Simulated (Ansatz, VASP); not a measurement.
**Two plane-wave programs on BaTiO3**

```xyz
5
Lattice="2.8274 1.6324 2.3184 -2.8274 1.6324 2.3184 0.0000 -3.2648 2.3184" Properties=species:S:1:pos:R:3 pbc="T T T"
Ba    0.0000    0.0000    0.0000
Ti    0.0000    0.0000    3.3698
O     0.0000    1.6033    2.3988
O    -1.3885   -0.8017    2.3988
O     1.3885   -0.8017    2.3988
```

Alike in both runs: task single point; functional PBEsol; dispersion D4; k mesh 6 × 6 × 6; no spin polarisation; Hubbard terms Ti d U = 7.0 eV.

|  | VASP | Ansatz |
| --- | --- | --- |
| version | VASP 6.6.1 | Ansatz 0.2.0 |
| potentials or method | VASP PAW PBE potentials, release 64 (Ba_sv, Ti_sv, O) | plane waves, PAW |
| plane-wave cutoff (eV) | 520 | 510 |
| occupations | gaussian, width 0.01 eV | fixed |
| valence electrons in the cell | 40 | 40 |

```csv
,VASP,Ansatz,Ansatz less VASP
gap on the k mesh at the Fermi level (eV),3.11,3.18,+0.074
dispersion energy (meV/atom),-124.5,-124.7,-0.12
```

The programs project onto different local orbitals, so the same U acts differently.

Caveats: spin-orbit coupling is left out, which moves the levels of the heavy elements. A k mesh can miss the band edges.
